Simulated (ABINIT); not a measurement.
# InP (F-43m): G0W0 with ABINIT, start to end

Wanted: ground state, empty states, screening and self-energy for InP (F-43m).

Main program and level: ABINIT 10.8.3; PBE and many-body steps on it, plane waves.

This is a report of a sequence of runs, with most program output left out.

The database entry behind the starting cell differs from later determinations by our own check (0.1 to 0.3 % short, probably kX units), so it need not match the best structure at ambient conditions.

## 1. The structure

It takes space group F-43m (No. 216, cubic). Conventional cell: a = 5.861 Å, b = 5.861 Å, c = 5.861 Å, α = 90.00°, β = 90.00°, γ = 90.00°. In has 4 P at 2.54 Å nearest. P has 4 In at 2.54 Å nearest. Farther neighbours are not listed.

The cell and positions come from the Crystallography Open Database and are kept as given unless a step says otherwise.

## 2. Ground state

This step: ABINIT 10.8.3; DFT, PBE, plane waves, norm-conserving pseudopotentials.

The ground-state density comes first.

run.abi

```
acell 3*1.0 Angstrom
rprim 
  -0.000000000000 2.930500000000 2.930500000000
  2.930500000000 -0.000000000000 2.930500000000
  2.930500000000 2.930500000000 -0.000000000000
ntypat 2
znucl 49 15
natom 2
typat 1 2
xred 
  0.000000000000 0.000000000000 0.000000000000
  0.250000000000 0.250000000000 0.250000000000
pp_dirpath "pseudos"
pseudos "In.upf, P.upf"
ecut 33
ngkpt 6 6 6
nshiftk 1
shiftk 0 0 0
kptopt 1
chksymbreak 0
nband 18
occopt 1
tolvrs 1e-10
nstep 60
prtwf 0
optforces 0
optstress 0
indata_prefix "in"
outdata_prefix "out"
tmpdata_prefix "tmp"
```

Run with:

```bash
$ OMP_NUM_THREADS=1 mpirun -n 4 abinit run.abi > log
```

It took 11 s on 4 MPI ranks of Arm Neoverse V2, shared host; peak memory 0.32 GiB; 44 s of CPU time.

This step gave:

| Property | Result |
| --- | --- |
| total energy | -5615.9347 eV |
| gap | 0.7089 eV |
| k of the valence top | 0, 0, 0 |
| k of the conduction bottom | 0, 0, 0 |
| least direct gap | 0.7089 eV |

The gap is direct, at Γ.

## 3. Bands along the symmetry lines

Levels along a band path, at the cheap level, show where the edges lie and whether the meshes to come will hold them.

run.abi

```
acell 3*1.0 Angstrom
rprim 
  -0.000000000000 2.930500000000 2.930500000000
  2.930500000000 -0.000000000000 2.930500000000
  2.930500000000 2.930500000000 -0.000000000000
ntypat 2
znucl 49 15
natom 2
typat 1 2
xred 
  0.000000000000 0.000000000000 0.000000000000
  0.250000000000 0.250000000000 0.250000000000
pp_dirpath "pseudos"
pseudos "In.upf, P.upf"
ecut 33
iscf -2
irdden 1
kptopt 0
nkpt 50
kpt 
  0.00000000 0.00000000 0.00000000
  -0.06250000 -0.06250000 0.00000000
  -0.12500000 -0.12500000 0.00000000
  -0.18750000 -0.18750000 0.00000000
  -0.25000000 -0.25000000 0.00000000
  -0.31250000 -0.31250000 0.00000000
  -0.37500000 -0.37500000 0.00000000
  -0.43750000 -0.43750000 0.00000000
  -0.50000000 -0.50000000 0.00000000
  -0.48437500 -0.48437500 0.03125000
  -0.46875000 -0.46875000 0.06250000
  -0.45312500 -0.45312500 0.09375000
  -0.43750000 -0.43750000 0.12500000
  -0.42187500 -0.42187500 0.15625000
  -0.40625000 -0.40625000 0.18750000
  -0.39062500 -0.39062500 0.21875000
  -0.37500000 -0.37500000 0.25000000
  -0.37500000 0.00000000 0.37500000
  -0.32812500 0.00000000 0.32812500
  -0.28125000 0.00000000 0.28125000
  -0.23437500 0.00000000 0.23437500
  -0.18750000 0.00000000 0.18750000
  -0.14062500 0.00000000 0.14062500
  -0.09375000 0.00000000 0.09375000
  -0.04687500 0.00000000 0.04687500
  0.00000000 0.00000000 0.00000000
  0.00000000 0.00000000 0.06250000
  0.00000000 0.00000000 0.12500000
  0.00000000 0.00000000 0.18750000
  0.00000000 0.00000000 0.25000000
  0.00000000 0.00000000 0.31250000
  0.00000000 0.00000000 0.37500000
  0.00000000 0.00000000 0.43750000
  -0.00000000 -0.00000000 0.50000000
  -0.06250000 -0.03125000 0.46875000
  -0.12500000 -0.06250000 0.43750000
  -0.18750000 -0.09375000 0.40625000
  -0.25000000 -0.12500000 0.37500000
  -0.31250000 -0.15625000 0.34375000
  -0.37500000 -0.18750000 0.31250000
  -0.43750000 -0.21875000 0.28125000
  -0.50000000 -0.25000000 0.25000000
  -0.50000000 -0.28125000 0.21875000
  -0.50000000 -0.31250000 0.18750000
  -0.50000000 -0.34375000 0.15625000
  -0.50000000 -0.37500000 0.12500000
  -0.50000000 -0.40625000 0.09375000
  -0.50000000 -0.43750000 0.06250000
  -0.50000000 -0.46875000 0.03125000
  -0.50000000 -0.50000000 0.00000000
istwfk *1
nband 20
nbdbuf 2
tolwfr 1e-08
nstep 40
prtwf 0
prtvol 0
indata_prefix "in"
outdata_prefix "out"
tmpdata_prefix "tmp"
```

Wall time 14 s (4 MPI ranks); peak memory 0.3 GiB.

Numbers from this step:

* gap: 0.7089 eV
* k of the valence top: 0, 0, 0
* k of the conduction bottom: 0, 0, 0
* least direct gap: 0.7089 eV

The gap is 0.709 eV, as in the run before at this level.

The electronic bands at the labelled points (eV, zero at the top of the highest filled band):

```
    point  band 10  band 11  band 12  band 13  band 14  band 15  band 16  band 17
        Γ   -11.52     0.00     0.00     0.00     0.71     4.09     4.09     4.09
  halfway   -10.62    -3.34    -1.41    -1.41     2.49     3.13     6.38     6.38
        X    -9.14    -5.75    -2.32    -2.32     1.76     2.27     9.23     9.58
  halfway    -9.13    -5.71    -2.75    -2.22     2.04     2.88     8.40     8.71
        U    -9.15    -5.61    -3.30    -1.94     2.36     4.39     7.51     7.55
jump to K    -9.15    -5.61    -3.30    -1.94     2.36     4.39     7.51     7.55
  halfway   -10.53    -3.80    -2.01    -0.57     2.84     4.69     4.99     5.22
        Γ   -11.52     0.00     0.00     0.00     0.71     4.09     4.09     4.09
  halfway   -10.84    -3.44    -0.56    -0.56     1.79     4.79     4.79     5.33
        L    -9.80    -5.73    -0.97    -0.97     1.50     4.80     4.80     7.12
  halfway    -9.48    -5.54    -2.69    -1.63     3.17     4.18     5.88     7.23
        W    -9.06    -5.60    -2.95    -2.91     4.29     4.38     5.57     6.21
  halfway    -9.10    -5.68    -2.65    -2.64     2.69     3.10     7.66     7.75
        X    -9.14    -5.75    -2.32    -2.32     1.76     2.27     9.23     9.58
```

## 4. Empty states on the mesh, 4×4×4 mesh, 135 bands

The sums over transitions need many empty states on a uniform mesh; this step solves for them.

run.abi

```
acell 3*1.0 Angstrom
rprim 
  -0.000000000000 2.930500000000 2.930500000000
  2.930500000000 -0.000000000000 2.930500000000
  2.930500000000 2.930500000000 -0.000000000000
ntypat 2
znucl 49 15
natom 2
typat 1 2
xred 
  0.000000000000 0.000000000000 0.000000000000
  0.250000000000 0.250000000000 0.250000000000
pp_dirpath "pseudos"
pseudos "In.upf, P.upf"
ecut 33
ngkpt 4 4 4
nshiftk 1
shiftk 0 0 0
kptopt 1
chksymbreak 0
irdden 1
istwfk *1
nband 135
prtvol 0
optdriver 6
gwr_task "HDIAGO"
paral_kgb 0
occopt 1
indata_prefix "in"
outdata_prefix "out"
tmpdata_prefix "tmp"
```

It took 44 s on 4 MPI ranks; peak memory 2.3 GiB.

This step gave:

| Item | Value |
| --- | --- |
| gap | 0.7091 eV |
| k of the valence top | 0, 0, 0 |
| k of the conduction bottom | 0, 0, 0 |
| least direct gap | 0.7091 eV |
| k points computed | 8 |
| lowest point of the top converged band, above the valence top | 89.2566 eV |

On this mesh the gap is 0.709 eV.

## 5. Screening, 4×4×4 mesh, 127 bands, screening to 163.3 eV

The RPA dielectric matrix is built and inverted for each q.

This step: RPA screening on PBE, plane waves, norm-conserving pseudopotentials.

Changes to run.abi since step 4:

```diff
@@ -20,10 +20,11 @@
 chksymbreak 0
-irdden 1
 istwfk *1
-nband 135
-prtvol 0
-optdriver 6
-gwr_task "HDIAGO"
-paral_kgb 0
 occopt 1
+irdwfk 1
+optdriver 3
+nband 127
+ecuteps 6
+inclvkb 2
+awtr 1
+symchi 1
 indata_prefix "in"
```

It took 35 s on 4 MPI ranks; peak memory 0.94 GiB.

Numbers from this step:

```yaml
eps_infinity_with_local_fields_on_this_mesh_along_the_program_s_q_direction: 44.46
the_same_without_local_fields: 46.94
plasma_frequency: 26.69 eV
plane_waves_in_the_screening_matrix: 259
```

Local fields lower ε∞ by 5 %. On a Γ-centred mesh this coarse the value itself is usually too large, while a short band sum pulls it down.

## 6. Self-energy, 4×4×4 mesh, 127 bands, screening to 163.3 eV

The self-energy is evaluated for the states that the input lists, and the levels follow from it, in one-shot runs by the linearised quasiparticle equation.

This step: G0W0 on PBE, plane waves, norm-conserving pseudopotentials.

Changes to run.abi since step 5:

```diff
@@ -23,8 +23,15 @@
 irdwfk 1
-optdriver 3
+optdriver 4
 nband 127
+gwcalctyp 0
+ecutsigx 33
+symsigma 1
+nkptgw 1
+kptgw 
+  0.0000000000 0.0000000000 0.0000000000
+bdgw 
+  11 17
 ecuteps 6
-inclvkb 2
-awtr 1
-symchi 1
+irdscr 1
+ppmodel 1
 indata_prefix "in"
```

Elapsed: 7.4 s, on 4 MPI ranks; peak memory 0.82 GiB.

This step gave:

```yaml
g0w0_gap_on_the_points_computed: 1.369 eV
starting_gap_on_the_mesh: 0.7091 eV
k_of_the_valence_top: 0, 0, 0
k_of_the_conduction_bottom: 0, 0, 0
z_at_the_valence_top: 0.776
z_at_the_conduction_bottom: 0.791
least_direct_g0w0_gap_on_the_computed_points: 1.369 eV
```

The gap on the mesh goes from 0.71 eV to 1.37 eV, a correction of +0.66 eV.

Limits: finite bands, cutoff and mesh; no spin-orbit coupling; coarse k mesh. v1 is the top filled band, c1 the lowest empty one. The levels before and after the correction (eV, zero at the valence-band top of each column):

```
           conduction bottom  valence top
Kohn-Sham               0.71         0.00
     G0W0               1.37         0.00
```

```
             level  energy (eV)
Kohn-Sham  Γ v3-v1        0.000
Kohn-Sham     Γ c1        0.709
Kohn-Sham  Γ c2-c4        4.087
     G0W0  Γ v3-v1        0.000
     G0W0     Γ c1        1.369
     G0W0  Γ c2-c4        4.827
```

## 7. Where the time went

Times are wall times on 4 MPI ranks of Arm Neoverse V2, shared host, good to a factor of about two.

```
                          step   time  share  memory (GiB)
                  ground state   11 s   10 %          0.32
bands along the symmetry lines   14 s   13 %           0.3
      empty states on the mesh   44 s   39 %           2.3
                     screening   35 s   31 %          0.94
                   self-energy  7.4 s    7 %          0.82
```

## 8. Outcome

| Property | Result |
| --- | --- |
| PBE gap | 0.71 eV, direct |
| G0W0 gap on the mesh | 1.37 eV |
| GW settings | 4×4×4 mesh, 127 bands, screening to 163.3 eV, Godby-Needs plasmon pole |
| known limits | not at the basis limit; mesh may overstate the screening; no spin-orbit coupling; coarse k mesh |

What this shows: G0W0 moves the gap on the mesh from 0.71 eV to 1.37 eV (+0.66 eV), with Z of 0.78 and 0.79 at the edges. Local fields lower the RPA ε∞ on this mesh from 46.94 to 44.46; a Γ-centred mesh this coarse tends to raise both, most where the direct gap is narrow, while a short band sum lowers them. Only 1 of the mesh's irreducible points was corrected, so a valley elsewhere could overtake. Bands and cutoff are finite, so the gap is not at the basis limit. The miss can reach some tenths of an eV and take either sign; the mesh is an error of its own. In the G0W0 run levels were corrected at 1 k point alone, so a gap called «on the mesh» is the least over those, and an edge elsewhere would be missed. The 4×4×4 mesh is coarse for this cell, which bears on the long-range parts of exchange and screening. The RPA ε∞ on this mesh reaches over 25; with a narrow direct gap a coarse mesh can overstate it, and the correction is then too small. The many-body steps are scalar-relativistic: spin-orbit coupling is not in them.

[Paths, hosts, dates, memory and timing lines, banners, echoed tables and standing remarks are left out of the program output.]

[Logs are printed without paths, hosts, clocks, repeated set-up lines and the standing remarks that a program may print on its own settings, such as how far it seeks lower states.]

[Runs of the session that timed out or met a known fault of the program may be left out.]

[Hosts, paths, dates, database ids (printed as entryN), source tags and the programs' standing remarks are cut or masked in the printed files.]

[G0W0 gaps are taken among the corrected bands and points alone; a level outside them can change the order at an edge.]

[Where Ansatz stands beside ABINIT at settings called matched, ABINIT's density can come from a denser mesh and the files from another edition; pairs whose starting gaps differed by over 0.03 eV were left out, so agreement reads better than it is.]
